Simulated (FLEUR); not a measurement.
V:

```
V
1.0
     2.60429    0.00000    0.00000
    -1.30215    2.25538    0.00000
     0.00000    0.00000    4.72334
V
2
Direct
  0.33333 0.66667 0.25000
  0.66667 0.33333 0.75000
```

This isn't the form of V at room conditions, which is bcc.

Base run:

```yaml
Program: FLEUR MaX-R8.1 (later development tree)
Functional: LDA
Potentials_or_basis: all-electron
Basis: FLAPW
Kmax: 4.34 1/bohr
k_mesh: 10 × 10 × 5
Occupations: fermi-dirac, width 0.05 eV
Spin: collinear spin, ferromagnetic start
Starting_moments: "[2.0, 2.0] μB"
Hubbard_terms: V d U = 3 eV
```

Its results: band gap on the k mesh none (metal or under the smearing width); net moment 1.27 μB per cell.

**Question.** The run is repeated on the same cell with these changes: hubbard terms from V d U = 3 eV to V d U = 1 eV. What comes out?

**Answer.** Band gap on the k mesh none (metal or under the smearing width); net moment 0.00 μB per cell.

Caveats: the U is typed as a test and isn't derived for this compound.
